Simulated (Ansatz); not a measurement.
A (111) slab of TaN (Fm-3m (No. 225)), 10 planes, outer planes N (top) and Ta (bottom), with 10 atoms (Ta5N5) in a surface cell of A = 8.370 Å², as cut from the bulk:

```
CELL_PARAMETERS angstrom
3.10882 0.00000 0.00000
-1.55441 2.69232 0.00000
0.00000 0.00000 26.42253
ATOMIC_POSITIONS crystal
Ta 0.33333 0.66667 0.28385
N 0.66667 0.33333 0.33188
Ta 0.00000 0.00000 0.37992
N 0.33333 0.66667 0.42795
Ta 0.66667 0.33333 0.47598
N 0.00000 0.00000 0.52402
Ta 0.33333 0.66667 0.57205
N 0.66667 0.33333 0.62008
Ta 0.00000 0.00000 0.66812
N 0.33333 0.66667 0.71615
```

All numbers below come from DFT r2SCAN, scalar-relativistic, plane waves, PAW (Ansatz 0.2.0). Plane waves to 500 eV, a k mesh through Γ of 12×12×1 on the computed 10-atom cell and Gaussian smearing (0.10 eV); no spin polarisation. The cell repeats along c with a dipole correction in the vacuum.

Against the same 10 atoms in the bulk, the slab as cut lies 2.962 eV higher and the relaxed slab 1.786 eV higher.

Question: Work out the surface energy before and after relaxation.

Answer: The slab has two faces, so γ = (E_slab − N·E_bulk)/(2A), the mean of both. As cut: 2.962/(2 × 8.370) = 0.1769 eV/Å², and 1 eV/Å² = 16.02 J/m², so γ = 2.83 J/m². Relaxed: 1.786/(2 × 8.370) = 0.1067 eV/Å² = 1.71 J/m². Relaxation recovers 40 % of the cost of cutting.

Question: What is the ideal work of this cut, per area?

Answer: Griffith's ideal work is 2γ: 5.67 J/m² if the new faces stay rigid, 3.42 J/m² if they relax. One thickness was run, 10 planes, so γ can still shift with it.

The reference crystal is the rock-salt form of TaN, which isn't its usual structure.